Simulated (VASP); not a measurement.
# PtSe2 (Sudovikovite) (P-3m1) in VASP: convergence with SIGMA

Aim: find how far SIGMA must go before the results for PtSe2 (Sudovikovite) settle, at PBEsol. This setting moves, with any that are tied to it; all else stays.

Everything below comes from runs of VASP 6.6.1. Logs are shortened: lines on timing, memory, paths and dates and some standing lists are left out, and cuts for length are marked.

## (1) Starting point

Symmetry: P-3m1, No. 164, trigonal system. The conventional cell has a = 3.724 Å, b = 3.724 Å, c = 5.062 Å, α = 90.00°, β = 90.00°, γ = 120.00°. Around Pt (site symmetry -3m) lie 6 Se at 2.49 Å. Around Se (site symmetry 3m) lie 3 Pt at 2.49 Å.

## (2) With SIGMA 0.3 eV

INCAR reads:

```
PREC = Accurate
ENCUT = 520
EDIFF = 1E-7
ISMEAR = 0
SIGMA = 0.3
LREAL = F
LASPH = T
NELM = 100
ALGO = Normal
ISIF = 2
LWAVE = F
LCHARG = F
GGA = PS
NBANDS = 18
```

KPOINTS reads:

```
Automatic mesh
0
Gamma
  8 8 5
```

POSCAR reads:

```
PtSe2
1.0
    3.7240000000      0.0000000000      0.0000000000
   -1.8620000000      3.2250786037      0.0000000000
    0.0000000000      0.0000000000      5.0620000000
Pt Se
1 2
Direct
    0.0000000000      0.0000000000      0.0000000000
    0.6666666667      0.3333333333      0.7500000000
    0.3333333333      0.6666666667      0.2500000000
```

Potentials or basis: VASP PAW PBE potentials, release 64 (Pt, Se).

Command:

```bash
$ cat potpaw_PBE.64/Pt/POTCAR potpaw_PBE.64/Se/POTCAR > POTCAR
$ mpirun -np 1 vasp_std > vasp.out
```

Run time: 29 s. Hardware: 1 thread of Intel Xeon Platinum 8488C (Sapphire Rapids), shared host; peak memory 0.2 GiB.

What came out:

- Free energy: -15.9006 eV
- Pressure: 2.2 GPa
- Largest force: 0.350 eV/Å
- Band gap on the k mesh: none (metal or under the smearing width)

## (3) With SIGMA 0.2 eV

Edit INCAR of step 2 so:

```diff
@@ -4,3 +4,3 @@
 ISMEAR = 0
-SIGMA = 0.3
+SIGMA = 0.2
 LREAL = F
```

KPOINTS is that of step 2.

POSCAR is that of step 2.

Potentials or basis: VASP PAW PBE potentials, release 64 (Pt, Se).

Command:

```bash
$ cat potpaw_PBE.64/Pt/POTCAR potpaw_PBE.64/Se/POTCAR > POTCAR
$ mpirun -np 1 vasp_std > vasp.out
```

Wall time 30 s (1 thread of Intel Xeon Platinum 8488C (Sapphire Rapids), shared host); peak memory 0.2 GiB.

What came out:

```
Free energy            : -15.8923 eV
Pressure               : 2.2 GPa
Largest force          : 0.351 eV/Å
Band gap on the k mesh : none (metal or under the smearing width)
```

## (4) With SIGMA 0.15 eV

Edit INCAR of step 3 so:

```diff
@@ -4,3 +4,3 @@
 ISMEAR = 0
-SIGMA = 0.2
+SIGMA = 0.15
 LREAL = F
```

KPOINTS is that of step 3.

POSCAR is that of step 3.

Command:

```bash
$ cat potpaw_PBE.64/Pt/POTCAR potpaw_PBE.64/Se/POTCAR > POTCAR
$ mpirun -np 1 vasp_std > vasp.out
```

It took 28 s on 1 thread of Intel Xeon Platinum 8488C (Sapphire Rapids), shared host; peak memory 0.2 GiB.

What came out:

```
Free energy            : -15.8894 eV
Pressure               : 2.2 GPa
Largest force          : 0.355 eV/Å
Band gap on the k mesh : none (metal or under the smearing width)
```

## (5) With SIGMA 0.1 eV

Edit INCAR of step 4 so:

```diff
@@ -4,3 +4,3 @@
 ISMEAR = 0
-SIGMA = 0.15
+SIGMA = 0.1
 LREAL = F
```

KPOINTS is that of step 4.

POSCAR is that of step 4.

Command:

```bash
$ cat potpaw_PBE.64/Pt/POTCAR potpaw_PBE.64/Se/POTCAR > POTCAR
$ mpirun -np 1 vasp_std > vasp.out
```

Run time: 29 s. Hardware: 1 thread of Intel Xeon Platinum 8488C (Sapphire Rapids), shared host; peak memory 0.19 GiB.

Results:

```yaml
Free_energy: -15.8871 eV
Pressure: 2.2 GPa
Largest_force: 0.357 eV/Å
Band_gap_on_the_k_mesh: none (metal or under the smearing width)
```

## (6) With SIGMA 0.05 eV

Edit INCAR of step 5 so:

```diff
@@ -4,3 +4,3 @@
 ISMEAR = 0
-SIGMA = 0.1
+SIGMA = 0.05
 LREAL = F
```

KPOINTS is that of step 5.

POSCAR is that of step 5.

Potentials or basis: VASP PAW PBE potentials, release 64 (Pt, Se).

Command:

```bash
$ cat potpaw_PBE.64/Pt/POTCAR potpaw_PBE.64/Se/POTCAR > POTCAR
$ mpirun -np 1 vasp_std > vasp.out
```

It took 22 s on 1 thread of Intel Xeon Platinum 8488C (Sapphire Rapids), shared host; peak memory 0.2 GiB.

Results:

```
Free energy            : -15.8852 eV
Pressure               : 2.2 GPa
Largest force          : 0.352 eV/Å
Band gap on the k mesh : none (metal or under the smearing width)
```

## (7) With SIGMA 0.02 eV

Edit INCAR of step 6 so:

```diff
@@ -4,3 +4,3 @@
 ISMEAR = 0
-SIGMA = 0.05
+SIGMA = 0.02
 LREAL = F
```

KPOINTS is that of step 6.

POSCAR is that of step 6.

Command:

```bash
$ cat potpaw_PBE.64/Pt/POTCAR potpaw_PBE.64/Se/POTCAR > POTCAR
$ mpirun -np 1 vasp_std > vasp.out
```

Run time: 23 s. Hardware: 1 thread of Intel Xeon Platinum 8488C (Sapphire Rapids), shared host; peak memory 0.2 GiB.

What came out:

```yaml
Free_energy: -15.8843 eV
Pressure: 2.2 GPa
Largest_force: 0.339 eV/Å
Band_gap_on_the_k_mesh: none (metal or under the smearing width)
```

## (8) With SIGMA 0.01 eV

Edit INCAR of step 7 so:

```diff
@@ -4,3 +4,3 @@
 ISMEAR = 0
-SIGMA = 0.02
+SIGMA = 0.01
 LREAL = F
```

KPOINTS is that of step 7.

POSCAR is that of step 7.

Potentials or basis: VASP PAW PBE potentials, release 64 (Pt, Se).

Command:

```bash
$ cat potpaw_PBE.64/Pt/POTCAR potpaw_PBE.64/Se/POTCAR > POTCAR
$ mpirun -np 1 vasp_std > vasp.out
```

OUTCAR:

```text
PREC = Accurate
   ENCUT = 520
   EDIFF = 1E-7
   ISMEAR = 0
   LREAL = F
   LASPH = T
   NELM = 100
   ISIF = 2
   GGA = PS

 ion  position               nearest neighbor table
   1  0.000  0.000  0.000-   2 2.49   3 2.49   2 2.49   3 2.49   2 2.49   3 2.49
   2  0.667  0.333  0.750-   1 2.49   1 2.49   1 2.49
   3  0.333  0.667  0.250-   1 2.49   1 2.49   1 2.49

  LATTYP: Found a hexagonal cell.
 ALAT       =     3.7240000000
 C/A-ratio  =     1.3592910849

  Lattice vectors:

 A1 = (   3.7240000000,   0.0000000000,   0.0000000000)
 A2 = (  -1.8620000000,   3.2250786037,   0.0000000000)
 A3 = (   0.0000000000,   0.0000000000,   5.0620000000)

Analysis of symmetry for initial positions (statically):
=====================================================================
 Subroutine PRICEL returns:
 Original cell was already a primitive cell.

 Routine SETGRP: Setting up the symmetry group for a
 hexagonal supercell.

 Subroutine GETGRP returns: Found 12 space group operations
 (whereof 12 operations were pure point group operations)
 out of a pool of 24 trial point group operations.

The static configuration has the point symmetry D_3d.

Analysis of symmetry for dynamics (positions and initial velocities):
=====================================================================
 Subroutine PRICEL returns:
 Original cell was already a primitive cell.

 Routine SETGRP: Setting up the symmetry group for a
 hexagonal supercell.
[... 138 lines left out ...]
 non-spin polarized calculation
 Gauss-broadening in eV      SIGMA  =   0.01
  energy-cutoff  :      520.00
  volume of cell :       60.80
 maximum number of plane-waves:      1654
   NGX = 13   NGY = 13   NGZ = 19

 number of electron      21.9999999 magnetization

 Free energy of the ion-electron system (eV)
  ---------------------------------------------------
  ext. energy  EPLUGINS =         0.00000000
  ---------------------------------------------------
  free energy    TOTEN  =       -15.88406264 eV

  energy without entropy =      -15.88393508  energy(sigma->0) =      -15.88399886

 E-fermi :   6.4720     XC(G=0): -10.8035

 val. band max:        6.4596288257   @ k =   0.0000   0.1250   0.2000
 cond. band min:       6.4811155669   @ k =   0.3750   0.2500   0.0000
 fundamental gap:      0.0214867413
 Fermi energy:         6.4719687748

 k-point     1 :       0.0000    0.0000    0.0000
  band No.  band energies     occupation
      1      -9.3356      2.00000
      2      -6.4873      2.00000
      3      -0.8313      2.00000
      4      -0.1186      2.00000
      5      -0.1186      2.00000
      6       2.3555      2.00000
[... 481 lines left out ...]
      5       0.5749      2.00000
      6       1.3790      2.00000
[... 10 lines left out ...]
     17      14.7720      0.00000
     18      15.3654      0.00000

 [... further k-points ...]

------------------------ aborting loop because EDIFF is reached ----------------------------------------

  FORCE on cell =-STRESS in cart. coord.  units (eV):
  Direction    XX          YY          ZZ          XY          YZ          ZX
  --------------------------------------------------------------------------------------
  -------------------------------------------------------------------------------------
  Total        1.0058834      1.0058834      0.5204421      0.0000000      0.0000000      0.0000000
  in kB       26.5085581     26.5085581     13.7154767      0.0000000      0.0000000      0.0000000
  external PRESSURE =      22.2441977 kB  Pullay stress =       0.0000000 kB

 VOLUME and BASIS-vectors are now :
 -----------------------------------------------------------------------------
  energy-cutoff  :      520.00
  volume of cell :       60.80
      direct lattice vectors                 reciprocal lattice vectors
     3.724000000  0.000000000  0.000000000     0.268528464  0.155034981  0.000000000
    -1.862000000  3.225078604  0.000000000     0.000000000  0.310069962  0.000000000
     0.000000000  0.000000000  5.062000000     0.000000000  0.000000000  0.197550375

 POSITION                                       TOTAL-FORCE (eV/Angst)
 -----------------------------------------------------------------------------------
      0.00000      0.00000      0.00000        -0.000000      0.000000      0.000000
      1.86200      1.07503      3.79650        -0.000000     -0.000000     -0.328115
     -0.00000      2.15005      1.26550         0.000000      0.000000      0.328115
 -----------------------------------------------------------------------------------
    total drift:                               -0.000000     -0.000000     -0.000000

  FREE ENERGIE OF THE ION-ELECTRON SYSTEM (eV)
  ---------------------------------------------------
  free  energy   TOTEN  =       -15.8840626436 eV

  energy  without entropy=      -15.8839350765  energy(sigma->0) =      -15.88399886
```

OSZICAR:

```text
N       E                     dE             d eps       ncg     rms          rms(c)
DAV:   1     0.107594366709E+03    0.10759E+03   -0.99623E+03  1456   0.107E+03
DAV:   2    -0.117618786427E+02   -0.11936E+03   -0.11537E+03  1780   0.212E+02
DAV:   3    -0.167233964613E+02   -0.49615E+01   -0.49287E+01  1710   0.427E+01
DAV:   4    -0.167610104874E+02   -0.37614E-01   -0.37598E-01  1788   0.408E+00
DAV:   5    -0.167613932845E+02   -0.38280E-03   -0.38279E-03  1714   0.402E-01    0.133E+01
DAV:   6    -0.161245398952E+02    0.63685E+00   -0.44143E+00  1482   0.189E+01    0.792E+00
DAV:   7    -0.159157210396E+02    0.20882E+00   -0.86507E-01  1472   0.903E+00    0.387E+00
DAV:   8    -0.158863595840E+02    0.29361E-01   -0.53415E-02  1588   0.176E+00    0.824E-01
DAV:   9    -0.158840092564E+02    0.23503E-02   -0.66230E-03  1626   0.722E-01    0.170E-01
DAV:  10    -0.158840639058E+02   -0.54649E-04   -0.95147E-04  1668   0.208E-01    0.392E-02
DAV:  11    -0.158840617229E+02    0.21829E-05   -0.47098E-05  1794   0.626E-02    0.238E-02
DAV:  12    -0.158840623404E+02   -0.61750E-06   -0.64320E-06  1576   0.190E-02    0.399E-03
DAV:  13    -0.158840626129E+02   -0.27247E-06   -0.75953E-07  1760   0.608E-03    0.140E-03
DAV:  14    -0.158840626436E+02   -0.30715E-07   -0.23394E-07  1246   0.422E-03
   1 F= -.15884063E+02 E0= -.15883999E+02  d E =-.127567E-03
```

stdout:

```text
POSCAR found type information on POSCAR PtSe
 POSCAR found :  2 types and       3 ions
 scaLAPACK will be used
 -----------------------------------------------------------------------------
|                                                                             |
|                                                                             |
|     You enforced a specific xc type in the INCAR file but a different       |
|     I HOPE YOU KNOW WHAT YOU ARE DOING!                                     |
|                                                                             |
 -----------------------------------------------------------------------------

 LDA part: xc-table for (Slater+PW92), standard interpolation
 POSCAR, INCAR and KPOINTS ok, starting setup
 FFT: planning ... GRIDC
 FFT: planning ... GRID_SOFT
 FFT: planning ... GRID
 WAVECAR not read
 entering main loop
```

Wall time 25 s (1 thread of Intel Xeon Platinum 8488C (Sapphire Rapids), shared host); peak memory 0.2 GiB.

What came out:

```
Free energy            : -15.8841 eV
Pressure               : 2.2 GPa
Largest force          : 0.328 eV/Å
Band gap on the k mesh : none (metal or under the smearing width)
```

## (9) Summary

```
  SIGMA  energy less the tightest run, at zero smearing (meV/atom)  largest force (eV/Å)  SCF cycles  CPU time (s)  peak memory (GiB)
 0.3 eV                                                      -0.43                 0.350          13            28                0.2
 0.2 eV                                                      -0.58                 0.351          14            29                0.2
0.15 eV                                                      -0.51                 0.355          14            27                0.2
 0.1 eV                                                      -0.34                 0.357          14            28               0.19
0.05 eV                                                      -0.11                 0.352          14            22                0.2
0.02 eV                                                       0.00                 0.339          14            23                0.2
0.01 eV                                                       0.00                 0.328          14            25                0.2
```

Against the tightest run, the energy stays within 1 meV/atom from 0.3 eV on. Not settled before the last step: the largest force (to 0.005 eV/Å). Narrower smearing needs a denser k mesh, so at a fixed mesh the narrowest width isn't the most accurate. The tightest run that finished is the yardstick and may itself not be fully converged.

Caveats: the PAW data sets were made with another functional, which shifts forces and pressure a little.
